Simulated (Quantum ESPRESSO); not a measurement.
A run of Quantum ESPRESSO 7.5 is set up as follows.

pw.in

```
&CONTROL
  calculation = 'scf'
  prefix = 'pwscf'
  outdir = './tmp'
  pseudo_dir = './pseudo'
  tprnfor = .true.
  tstress = .true.
  disk_io = 'low'
/
&SYSTEM
  ibrav = 0
  A = 3.34461508
  nat = 2
  ntyp = 2
  ecutwfc = 45
  ecutrho = 360
  nbnd = 17
  occupations = 'smearing'
  smearing = 'fd'
  degauss = 0.00367493
/
&ELECTRONS
  conv_thr = 4d-10
  electron_maxstep = 120
  mixing_beta = 0.3
/
ATOMIC_SPECIES
Zr    91.2240 zr_pbesol_v1.uspp.F.UPF
C     12.0110 c_pbesol_v1.2.uspp.F.UPF
CELL_PARAMETERS alat
   0.0000000000    0.7071067801    0.7071067801
   0.7071067801    0.0000000000    0.7071067801
   0.7071067801    0.7071067801    0.0000000000
ATOMIC_POSITIONS alat
Zr     0.7071067801    0.7071067801    0.7071067801
C      0.0000000000    0.0000000000    0.0000000000
K_POINTS automatic
10 10 10 0 0 0
HUBBARD {ortho-atomic}
U Zr-4d 6.0
```

Contents of pp_density.in:

```
&INPUTPP
  prefix = 'pwscf'
  outdir = './tmp'
  filplot = 'density.dat'
  plot_num = 0
/
&PLOT
  nfile = 1
  filepp(1) = 'density.dat'
  iflag = 3
  output_format = 6
  fileout = 'density.cube'
/
```

pp_potential.in

```
&INPUTPP
  prefix = 'pwscf'
  outdir = './tmp'
  filplot = 'potential.dat'
  plot_num = 11
/
&PLOT
  nfile = 1
  filepp(1) = 'potential.dat'
  iflag = 3
  output_format = 6
  fileout = 'potential.cube'
/
```

Potentials or basis: GBRV 1.5 PBEsol.

The run is started by

```console
$ OMP_NUM_THREADS=1 mpirun -n 2 pw.x -nk 2 -in pw.in > pw.out
$ OMP_NUM_THREADS=1 mpirun -n 1 pp.x -in pp_density.in > pp_density.out
$ OMP_NUM_THREADS=1 mpirun -n 1 pp.x -in pp_potential.in > pp_potential.out
```

Q: Estimate the pressure.

A: 1.4 GPa.

Q: What does it give for the band gap on the k mesh?

A: None (metal or under the smearing width).

Eigenvalues of the final occupation matrices:
```tsv
site	spin	trace	eigenvalues
Zr 1 4d	each	1.22	0.17 0.17 0.17 0.35 0.35
```

Caveat: U without spin polarisation on a metal has little footing; the U is typed as a test and isn't derived for this compound.
